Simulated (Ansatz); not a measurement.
# Quasi-harmonic thermodynamics of AgCl (Chlorargyrite, Fm-3m)

Wanted: α(T), C_P(T) and B(T) of AgCl (Chlorargyrite) in the quasi-harmonic approximation.

Measurements to reproduce:
- volume expansion coefficient 98.7 1e-6/K near room temperature (given in “Descriptors for thermal expansion in solids”, 2017, arXiv:1701.03966)
- heat capacity C_P per formula unit 53 J/mol/K near room temperature (given in “High-Throughput Prediction of Finite-Temperature Properties using the Quasi-Harmonic Approximation”, 2016, arXiv:1603.06924)

Method: DFT r2SCAN, scalar-relativistic, plane waves, PAW, in Ansatz 0.2.0.

The database entry behind the starting cell differs from later determinations by our own check (an axis about 1.4 % short against later determinations), so it need not match the best structure at ambient conditions.

**1. Set-up**

Symmetry: Fm-3m, No. 225, cubic system. Conventional cell: a = 5.470 Å, b = 5.470 Å, c = 5.470 Å, α = 90.00°, β = 90.00°, γ = 90.00°. Nearest to Ag lie 6 Cl at 2.73 Å. Cl has 6 Ag at 2.73 Å nearest. Farther neighbours and most contacts between anions are not listed.

**2. Probe on a coarse mesh**

Before spending time, one coarse run tells the gap and the pressure of the starting cell.

Contents of input.yaml:

```yaml
crystal:
  lattice:
    - [0.0, 2.735, 2.735]
    - [2.735, 0.0, 2.735]
    - [2.735, 2.735, 0.0]
  atoms:
    - { symbol: Ag, position: [0.0, 0.0, 0.0] }
    - { symbol: Cl, position: [0.5, 0.5, 0.5] }
kpoints:
  mp_grid: { grid: [6, 6, 6] }
hamiltonian:
  xc: r2scan
scf:
  occupations: { method: gaussian, width: 0.1 }
  lower_state_search: "off"
output:
  forces: true
  stress: true
  eigenvalues: true
```

Launch:

```
$ ansatz run input.yaml --threads 4 --pin off --max-ram 16384MiB --backend cpu --events-out ev --progress --plain --runs-dir out
```

Numbers of over 12 decimals in the logs are rounded to 6 here.

Log:

```text
Engine: ansatz 0.2.0, aarch64-unknown-linux-gnu
Pseudopotentials: kind: paw
Pseudopotential: Ag, paw, valence charge 19, recommended cutoff 500 eV (meta_gga), Ag.paw.azcp
Pseudopotential: Cl, paw, valence charge 7, recommended cutoff 500 eV (meta_gga), Cl.paw.azcp
Functional definition: r2SCAN
  parameter k0 = 0.174
  parameter k1 = 0.065
  parameter a1 = 4.9479
  exchange = r2scan_x(k0 = k0, k1 = k1, a1 = a1)
  correlation = r2scan_c
Crystal: 2 atoms, lattice volume = 40.917 Å³
Basis set: ecut = 500 eV, 1037 PW (Γ), exchange–correlation on 120×120×120 points (64 copies of the dense FFT grid, shifted against one another)
Bands: 17, of which v1, the nominal top of the filled ones, is band 13 counted from 1 (12 counted from 0)
Symmetry: 48 space group operations
Space group: Fm-3m (ITA 225), of the structure as read, at distance tolerance 3.4e-5 Å
k-points: 16 of 216
Non-local potential: Ag, projectors of the file, l = 0: 3, l = 1: 2, l = 2: 2, l = 3: 1
Non-local potential: Cl, projectors of the file, l = 0: 2, l = 1: 2, l = 2: 2
PAW form: soft (Blöchl's): semilocal exchange-correlation on the pseudo side does not see the compensation charge
PAW frozen core: Ag, regenerated for the run's functional (the file was generated under x = pbe(κ = 0.804, μ = 0.219515), c = pbe(β = 0.066725))
PAW frozen core: Cl, regenerated for the run's functional (the file was generated under x = pbe(κ = 0.804, μ = 0.219515), c = pbe(β = 0.066725))
PAW one-centre angular grid: Ag, 590 points (default); XC on 160 Gauss nodes
PAW one-centre angular grid: Cl, 302 points (default); XC on 160 Gauss nodes
Initial density: superposition of atomic densities (neutral atoms: chi_scale 0, normalization atom), corrected by the library's trained network
Initial wavefunctions: pseudopotential atomic-orbital guess
Functional: x = r2scan, c = r2scan; τ floored in thin density (d = 2e-4 eV/Å³)
SCF iter   1: F=-8688.727427 eV  HF=-8688.732618 eV  |F-HF|=5.19e-3  |Δ(HF+E_count)|=         —  Δρ=7.95e-3  dr2=1.89e-2  dr2_τ=5.30e-3  ethr=1.77e-3  ⟨swp⟩=5.0  Hψ=1365  notcnv=0
preconditioner: auto → none  [insulator: Δε(μ)=1.520 eV  Ē_g=11.893 eV  σ=0.100 eV  W_gap=1.00  n_scr=14 (ndim 8)  ℏωp=24.6 eV  f_vac=0.025  D(μ)=0.00/eV (n_scr^D=0)  ε∞_Penn≈5.3]
SCF iter   2: F=-8688.733315 eV  HF=-8688.735021 eV  |F-HF|=1.71e-3  |Δ(HF+E_count)|=   2.40e-3  Δρ=4.35e-3  dr2=3.54e-3  dr2_τ=8.03e-4  ethr=7.25e-5  ⟨swp⟩=2.1  Hψ=614  notcnv=0
SCF iter   3: F=-8688.734679 eV  HF=-8688.734644 eV  |F-HF|=3.45e-5  |Δ(HF+E_count)|=   3.77e-4  Δρ=2.04e-3  dr2=7.06e-4  dr2_τ=7.70e-5  ethr=1.36e-5  ⟨swp⟩=2.7  Hψ=506  notcnv=0
SCF iter   4: F=-8688.734729 eV  HF=-8688.734730 eV  |F-HF|=6.03e-7  |Δ(HF+E_count)|=   8.51e-5  Δρ=7.59e-4  dr2=1.10e-4  dr2_τ=1.31e-5  ethr=2.72e-6  ⟨swp⟩=1.0  Hψ=336  notcnv=0
SCF iter   5: F=-8688.734743 eV  HF=-8688.734744 eV  |F-HF|=3.05e-7  |Δ(HF+E_count)|=   1.41e-5  Δρ=1.43e-4  dr2=4.32e-6  dr2_τ=5.81e-7  ethr=4.23e-7  ⟨swp⟩=1.8  Hψ=453  notcnv=0
SCF iter   6: F=-8688.734756 eV  HF=-8688.734756 eV  |F-HF|=1.41e-8  |Δ(HF+E_count)|=   1.27e-5  Δρ=1.68e-5  dr2=6.19e-8  dr2_τ=8.67e-9  ethr=3.85e-10  ⟨swp⟩=3.8  Hψ=1331  notcnv=0
SCF iter   7: F=-8688.734756 eV  HF=-8688.734756 eV  |F-HF|=7.64e-11  |Δ(HF+E_count)|=   2.86e-8  Δρ=8.49e-7  dr2=1.52e-10  dr2_τ=9.03e-11  ethr=2.38e-10  ⟨swp⟩=2.0  Hψ=926  notcnv=0
SCF 1 converged in 7 iterations: F = -8688.734756 eV  dr2 = 1.52e-10
  greatest PAW one-centre occupation: 1.003 electrons in one spin orbital (limit 2), on the Ag atom at site 0 (counted from 0), in its partial waves of l = 1
SCF converged after 7 iterations
Free energy (F): -8688.734756 eV
Harris-Foulkes:  -8688.734756 eV  (|F-HF|=7.64e-11)
Internal energy: -8688.734756 eV  (E = F + TS)
E sigma→0 (E₀):  -8688.734756 eV
Fermi energy:    9.263124 eV
--- Per-component energies (eV) ---
  E_band       = -367.899472
  E_kinetic    = 690.477890
  E_local      = -3151.747216  (includes V_loc(G=0)·N_el)
  E_nonlocal   = 114.214677
  E_hartree    = 1388.494887
  E_xc         = -280.880699
  E_vxc        = -394.690024  (∫ρ·V_xc dr)
  E_paw        = -4592.856213  (= ΣΔE_a)
  E_vpaw       = -428.600462  (= ΣTr[D̂ρ^β])
  E_aug_tail   = 0.000079  (compensation charges beyond the density's cutoff)
  E_vtau       = 25.455666  (kinetic-family band-sum trace: ∫τ·v_τ [+ j·A + Jᵃ·Aᵃ] dr)
  E_ewald      = -2855.792444
  E_core_change = -0.645718  (= ΣΔE_core)
  E_smearing   = -0.000000  (= −TS)
  E_closure    = 0.000000  (closes the sum)
  Σ components = -8688.734756   (vs F -8688.734756, Δ=0.00e0)
--- Forces (eV/Å), atoms counted from 1 ---
  atom   1  Ag    -0.00000000     0.00000000    -0.00000000
  atom   2  Cl     0.00000000    -0.00000000    -0.00000000
  max |Σ_I F_I| component: 3.29e-30 eV/Å
--- Stress (GPa, compression-positive) ---
        2.301223      -0.000000      -0.000000
       -0.000000       2.301223      -0.000000
        0.000000      -0.000000       2.301223
  P = ⅓ Tr σ = 2.3012 GPa (23.012 kbar)
--- Band table (eV; the first three rows and the last of 16) ---
  k-point 0: bands = [... 9 lower, 5.9293, 5.9293, 5.9426, 5.9426, 9.9952, 19.6883, 19.6883, 19.6883]
  k-point 1: bands = [... 9 lower, 5.9842, 6.2528, 7.0977, 7.0977, 11.1413, 17.8193, 19.1461, 19.1461]
  k-point 2: bands = [... 9 lower, 6.1802, 6.4927, 8.0964, 8.0964, 12.7706, 16.1676, 17.4290, 17.4290]
  k-point 15: bands = [... 9 lower, 6.4083, 6.4320, 6.4450, 7.1341, 12.6605, 16.6916, 17.3113, 18.2700]
```

Wall time 1.5 s (4 threads of Arm Neoverse V1, shared host); peak memory 0.41 GiB.

In the SCF lines HF is the Harris–Foulkes energy and dr2 the Hartree energy of the density residual, in eV; the loop may stop once dr2 is under the threshold and the program's other checks hold. Hψ counts applications of the Hamiltonian.

This step gave:

```yaml
pressure: 2.301 GPa
gap_on_the_k_mesh: 1.478 eV
volume_per_atom: 20.46 Å³/atom
```

The start is under 2.3 GPa at this level and looks like an insulator or semiconductor on this mesh.

**3. Relaxation**

Phonons are second derivatives about a minimum, so cell and atoms are relaxed first, inside the symmetry of the start.

input.yaml, the sections that differ from step 2:

```yaml
kpoints:
  mp_grid: { grid: [8, 8, 8] }
scf:
  occupations: { method: gaussian, width: 0.02 }
  lower_state_search: "off"
output:
  forces: true
  stress: true
  eigenvalues: true
  write_density: true
  write_potential: true
  elf: true
  volumetric_format: npy
relax:
  adjacent_minimum: "off"
  f_tol: 0.005
  max_steps: 80
  cell: { stress_tol: 0.05 }
# crystal, hamiltonian: as in step 2
```

Log:

```text
[...]
Crystal: 2 atoms, lattice volume = 40.917 Å³
Basis set: ecut = 500 eV, 1037 PW (Γ), exchange–correlation on 120×120×120 points (64 copies of the dense FFT grid, shifted against one another)
Bands: 17, of which v1, the nominal top of the filled ones, is band 13 counted from 1 (12 counted from 0)
Symmetry: 48 space group operations
[...]
k-points: 29 of 512
[...]
SCF iter   1: F=-8688.727831 eV  HF=-8688.733063 eV  |F-HF|=5.23e-3  |Δ(HF+E_count)|=         —  Δρ=7.94e-3  dr2=1.88e-2  dr2_τ=5.28e-3  ethr=1.77e-3  ⟨swp⟩=5.6  Hψ=2640  notcnv=0
[...]
SCF iter   7: F=-8688.735122 eV  HF=-8688.735122 eV  |F-HF|=1.02e-10  |Δ(HF+E_count)|=   2.56e-8  Δρ=9.09e-7  dr2=1.65e-10  dr2_τ=8.47e-11  ethr=2.08e-10  ⟨swp⟩=5.0  Hψ=2712  notcnv=0
SCF 1 converged in 7 iterations: F = -8688.735122 eV  dr2 = 1.65e-10
[...]
relax step   1: F+E_penalty+E_count = -8688.73512239 eV  Δ(F+E_penalty+E_count) = +0.000e0 eV  max|allowed force component| = 2.551e-29 eV/Å  Δτ_max = 0.0000 Å  P = +2.294 GPa  Ω = 40.917 Å³  (7 SCF iters, dr2 threshold 1.00e-7 eV, accepted)
Crystal: 2 atoms, lattice volume = 42.787 Å³
Basis set: ecut = 500 eV, 1067 PW (Γ), exchange–correlation on 120×120×120 points (64 copies of the dense FFT grid, shifted against one another)
[...]
iter 1 solved again at ethr=9.56e-6 eV; its pass at ethr=3.10e-3 eV (dr2=2.49e-3 eV) is discarded
[...]
SCF iter   6: F=-8688.746151 eV  HF=-8688.746151 eV  |F-HF|=3.13e-8  |Δ(HF+E_count)|=   1.46e-7  Δρ=8.93e-6  dr2=3.36e-8  dr2_τ=2.88e-9  ethr=7.69e-10  ⟨swp⟩=9.0  Hψ=3394  notcnv=0
SCF 2 converged in 6 iterations: F = -8688.746151 eV  dr2 = 3.36e-8
relax step   2: F+E_penalty+E_count = -8688.74615080 eV  Δ(F+E_penalty+E_count) = -1.103e-2 eV  max|allowed force component| = 3.550e-30 eV/Å  Δτ_max = 0.0000 Å  P = -0.202 GPa  Ω = 42.787 Å³  energy of the carried Pulay correction = -5.298e-4 eV  (6 SCF iters, dr2 threshold 2.00e-7 eV, accepted)
Crystal: 2 atoms, lattice volume = 42.629 Å³
[...]
SCF iter   4: F=-8688.746302 eV  HF=-8688.746302 eV  |F-HF|=2.07e-8  |Δ(HF+E_count)|=   7.89e-8  Δρ=9.42e-6  dr2=3.42e-8  dr2_τ=2.45e-9  ethr=3.93e-10  ⟨swp⟩=9.0  Hψ=3439  notcnv=0
SCF 3 converged in 4 iterations: F = -8688.746302 eV  dr2 = 3.42e-8
relax step   3: F+E_penalty+E_count = -8688.74630236 eV  Δ(F+E_penalty+E_count) = -1.516e-4 eV  max|allowed force component| = 1.420e-29 eV/Å  Δτ_max = 0.0000 Å  P = -0.016 GPa  Ω = 42.629 Å³  energy of the carried Pulay correction = -4.861e-4 eV  (4 SCF iters, dr2 threshold 1.02e-7 eV, accepted)
[...]
SCF iter   6: F=-8688.746846 eV  HF=-8688.746846 eV  |F-HF|=1.82e-12  |Δ(HF+E_count)|=  9.90e-10  Δρ=7.84e-8  dr2=1.35e-12  dr2_τ=9.64e-13  ethr=1.00e-12  ⟨swp⟩=4.0  Hψ=2327  notcnv=0
SCF 4 converged in 6 iterations: F = -8688.746846 eV  dr2 = 1.35e-12
relax step   4: F+E_penalty+E_count = -8688.74684560 eV  Δ(F+E_penalty+E_count) = -5.432e-4 eV  max|allowed force component| = 1.814e-29 eV/Å  Δτ_max = 0.0000 Å  P = -0.006 GPa  Ω = 42.629 Å³  stress off target by 5.84e-3 GPa  SCF on the basis re-selected at this cell (its energy is not comparable with the rows above)  (6 SCF iters)
basis re-selected at this cell: Δ(F+E_penalty+E_count) = -5.432e-4 eV, ΔP = +0.011 GPa vs the last step (what re-selecting the basis moved, of the pressure what is left beyond the Pulay correction that the steps carried, after the strain that the cell walked since its last selection, with what the two solves' SCF thresholds leave and, on support functions, any second-order correction that the steps lacked; it is no m [...]
SCF converged after 6 iterations
Free energy (F): -8688.746846 eV
[...]
Internal energy: -8688.746846 eV  (E = F + TS)
E sigma→0 (E₀):  -8688.746846 eV
Fermi energy:    8.537489 eV
[...]
--- Stress (GPa, compression-positive) ---
       -0.005839      -0.000000      -0.000000
       -0.000000      -0.005839      -0.000000
       -0.000000      -0.000000      -0.005839
  P = ⅓ Tr σ = -0.0058 GPa (-0.058 kbar)
--- Band table (eV; the first three rows and the last of 29) ---
  k-point 0: bands = [... 9 lower, 5.3915, 5.3915, 5.4001, 5.4001, 9.2748, 18.9975, 18.9975, 18.9975]
  k-point 1: bands = [... 9 lower, 5.3988, 5.6307, 6.2138, 6.2138, 9.9610, 17.7040, 18.7624, 18.7624]
  k-point 2: bands = [... 9 lower, 5.5212, 5.7919, 6.9905, 6.9905, 11.2820, 16.1116, 17.5601, 17.5601]
  k-point 28: bands = [... 9 lower, 5.7862, 5.8167, 5.8460, 6.6607, 12.5634, 16.1658, 16.1658, 16.5206]
--- Relaxed structure (3 steps of the walk, 3 accepted, 1 SCFs on fresh bases) ---
  F+E_penalty+E_count = -8688.74684560 eV   max|allowed force component| = 1.814e-29 eV/Å   (the final SCF, on the basis selected at the relaxed cell)
  cell:  # Å, volume = 42.6295 Å³
    - [0, 2.772639, 2.772639]
    - [2.772639, 0, 2.772639]
    - [2.772639, 2.772639, 0]
  atoms:
    - { symbol: Ag, position: [0, 0, 0] }
    - { symbol: Cl, position: [0.500000, 0.500000, 0.500000] }
```

It took 4.4 s on 4 threads; peak memory 0.45 GiB.

The steps of the relaxation:

| step | energy less that of the first step (eV) | largest force component (eV/Å) | pressure (GPa) | volume (Å³) |
| --- | --- | --- | --- | --- |
| 1 | 0.0000 | 0.0000 | 2.29 | 40.92 |
| 2 | -0.0110 | 0.0000 | -0.20 | 42.79 |
| 3 | -0.0112 | 0.0000 | -0.02 | 42.63 |
| 4* | -0.0117 | 0.0000 | -0.01 | 42.63 |

Relaxation steps marked * repeat the geometry before them on a plane-wave basis chosen anew for their cell, so energy and pressure can jump there.

Forces are held to the 48 operations that the run works with; a distortion that breaks them can't arise in this run.

| conventional cell, symmetrised | before | after | change |
| --- | --- | --- | --- |
| a (Å) | 5.470 | 5.545 | +1.4 % |
| b (Å) | 5.470 | 5.545 | +1.4 % |
| c (Å) | 5.470 | 5.545 | +1.4 % |
| volume (Å³/atom) | 20.46 | 21.31 | +4.2 % |

The relaxed structure:

```
Ag Cl
1.0
     0.00000    2.77264    2.77264
     2.77264    0.00000    2.77264
     2.77264    2.77264    0.00000
Ag Cl
1 1
Direct
  0.00000 0.00000 0.00000
  0.50000 0.50000 0.50000
```

Numbers from this step:

```yaml
pressure: -0.005839 GPa
gap_on_the_k_mesh: 1.475 eV
volume_per_atom: 21.31 Å³/atom
```

ELF in the ac plane of the conventional cell at fractional y = 0.000, with atoms of Ag and Cl within 0.2 Å of it. It is the smooth field of the valence electrons, not physical close to the nuclei.

Ten even steps from '_' (0.04) to '@' (0.85), each cell a mean:
```
%%**--..==@@@@**%%@@##..::++##
**==::__--%%@@@@@@@@**....--++
::..____..++##%%%%**--____..::
....______....::....______....
%%##++..____..::::..____--**##
@@@@%%--__::==++++--....**@@@@
**@@@@==..--**%%##++::..%%@@%%
==%%@@==..==##@@%%++::::%%@@**
%%@@@@==__--**##**==....##@@@@
@@@@##::__..--==--::__..++%%@@
++==::________....______..--==
..________::======--..______..
==--..__::##@@@@@@%%++____::--
##++--__==@@@@%%@@@@##....==**
@@##==..++@@%%==**@@%%..::**%%
```
Columns run along a (5.5 Å), rows up along c (5.5 Å), edges of the conventional cell, whose origin can differ from the input's. Atoms in or near the plane, at fractional coordinates: Ag at (0.00, 0.00), Ag at (0.50, 0.50), Cl at (0.50, 0.00), Cl at (0.00, 0.50).

Electrostatic potential energy in the ac plane of the conventional cell at fractional y = 0.000, with atoms of Ag and Cl within 0.2 Å of it. With pseudopotentials it is smooth inside the atoms' cores, unlike the true potential.

Ten even steps from '_' (-43 eV) to '@' (12 eV), each cell a mean:
```
::--**@@@@##..____==%%@@%%==::
==++%%@@@@%%++--==##@@@@@@**==
##%%@@@@@@@@@@%%%%@@@@@@@@@@%%
@@@@@@@@@@@@@@@@@@@@@@@@@@@@@@
%%@@@@@@@@@@%%##%%@@@@@@@@@@%%
==**@@@@@@%%++==++##@@@@@@##==
__::##@@@@**--::::++%%@@%%==__
__..**@@%%**--..::==##@@%%--__
..--%%@@@@##==----++%%@@@@++..
**%%@@@@@@%%##****%%@@@@@@%%##
@@@@@@@@@@@@@@%%@@@@@@@@@@@@@@
@@@@@@@@@@@@@@@@@@@@@@@@@@@@@@
**##@@@@@@@@%%**##@@@@@@@@%%**
--==##@@@@%%--..::**@@@@%%++--
..--**@@@@**..____==%%@@##==::
```
Columns run along a (5.5 Å; values clipped at the 3rd and 97th percentile), rows up along c (5.5 Å), edges of the conventional cell, whose origin can differ from the input's. Atoms in or near the plane, at fractional coordinates: Ag at (0.00, 0.00), Ag at (0.50, 0.50), Cl at (0.50, 0.00), Cl at (0.00, 0.50).

Valence density in the ac plane of the conventional cell at fractional y = 0.000, with atoms of Ag and Cl within 0.2 Å of it. It is the smooth field of the valence electrons, not physical close to the nuclei.

Ten steps, logarithmic in the rise over the least value, from '0' (0 e/Å³) to '9' (18 e/Å³), each cell a mean:
```
984113434421369
752012444310146
321001222100013
110000111000001
221001232100012
442102576410134
443114898621244
243115899731243
443114788521244
331001454210123
210000111000011
110000111100001
531001333210124
863113444421258
985123424421379
```
Columns run along a (5.5 Å), rows up along c (5.5 Å), edges of the conventional cell, whose origin can differ from the input's. Atoms in or near the plane, at fractional coordinates: Ag at (0.00, 0.00), Ag at (0.50, 0.50), Cl at (0.50, 0.00), Cl at (0.00, 0.50).

The relaxation ends with a pressure of -0.01 GPa.

**4. Tight relaxation**

The thresholds are tightened for a last relaxation ahead of the phonons, and where mesh or smearing change with them the cell follows.

Contents of input.yaml:

```yaml
crystal:
  lattice:
    - [0.0, 2.7726392178, 2.7726392178]
    - [2.7726392178, 0.0, 2.7726392178]
    - [2.7726392178, 2.7726392178, 0.0]
  atoms:
    - { symbol: Ag, position: [0.0, 0.0, 0.0] }
    - { symbol: Cl, position: [0.5, 0.5, 0.5] }
kpoints:
  mp_grid: { grid: [8, 8, 8] }
hamiltonian:
  xc: r2scan
scf:
  occupations: { method: fixed }
  lower_state_search: "off"
output:
  forces: true
  stress: true
  eigenvalues: true
relax:
  adjacent_minimum: "off"
  f_tol: 0.001
  max_steps: 60
  cell: { stress_tol: 0.01 }
```

Log:

```text
[...]
Crystal: 2 atoms, lattice volume = 42.629 Å³
Basis set: ecut = 500 eV, 1067 PW (Γ), exchange–correlation on 120×120×120 points (64 copies of the dense FFT grid, shifted against one another)
Bands: 17, of which v1, the nominal top of the filled ones, is band 13 counted from 1 (12 counted from 0)
Symmetry: 48 space group operations
[...]
k-points: 29 of 512
[...]
k-point 28: bands = [... 9 lower, 5.7862, 5.8167, 5.8460, 6.6607, 12.5634, 16.1658, 16.1658, 16.5206]
--- Relaxed structure (1 steps of the walk, 1 accepted, 1 SCFs on fresh bases) ---
[...]
cell:  # Å, volume = 42.6295 Å³
    - [0.0, 2.7726392178, 2.7726392178]
    - [2.7726392178, 0.0, 2.7726392178]
    - [2.7726392178, 2.7726392178, 0.0]
  atoms:
    - { symbol: Ag, position: [0.0, 0.0, 0.0] }
    - { symbol: Cl, position: [0.5, 0.5, 0.5] }
[key lines of the parts left out:]
SCF converged after 5 iterations
Free energy (F): -8688.746846 eV
Fermi energy:    7.799582 eV
P = ⅓ Tr σ = -0.0058 GPa (-0.058 kbar)
```

Wall time 2.4 s (4 threads); peak memory 0.44 GiB; 8.2 s of CPU time.

Little changed from the start: no atom moved by 0.005 Å and no cell edge by 0.1 %.

The residual pressure is -0.0058 GPa, small enough for phonons.

[end of part 1 of 2]

[Logs are printed without paths, hosts, clocks, repeated set-up lines and the standing remarks that a program may print on its own settings, such as how far it seeks lower states.]

[Hosts, paths, dates, database ids (printed as entryN), source tags and the programs' standing remarks are cut or masked in the printed files.]

[A step with changed settings may run another functional than the one named; its input shows which.]

[Pressures of single members of a volume series are the stress at the run's cutoff; with an incomplete basis they can lie off −dE/dV of the same runs, and they are not shown converged.]
